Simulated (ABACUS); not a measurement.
The system is BN.

```
N B
1.0
    -1.81300    0.00000    1.81300
     0.00000    1.81300    1.81300
    -1.81300    1.81300    0.00000
N B
1 1
Direct
  0.75000 0.75000 0.75000
  0.00000 0.00000 0.00000
```

The cell is a database's computed one.

Base run:

- Program: ABACUS 3.10.1
- Functional: M06-L
- Potentials or basis: SG15 ONCV 1.2 PBE
- Cutoff: 1320 eV
- Density cutoff: 5279 eV
- Basis: plane waves
- k mesh: 8 × 8 × 8
- Occupations: fermi-dirac, width 0.05 eV
- Spin: no spin polarisation

Its results: band gap on the k mesh 4.82 eV, indirect (least direct gap 9.29 eV); pressure -5.3 GPa.

Task: The run is repeated on the same cell with these changes: functional from M06-L to r2SCAN. What comes out?

Result: Band gap on the k mesh 4.97 eV, indirect (least direct gap 9.47 eV); pressure -5.7 GPa.

Caveats: the potentials were made for another functional, which shifts forces and pressure.

A k mesh can miss the band edges.

Not every run made on this cell is shown here.
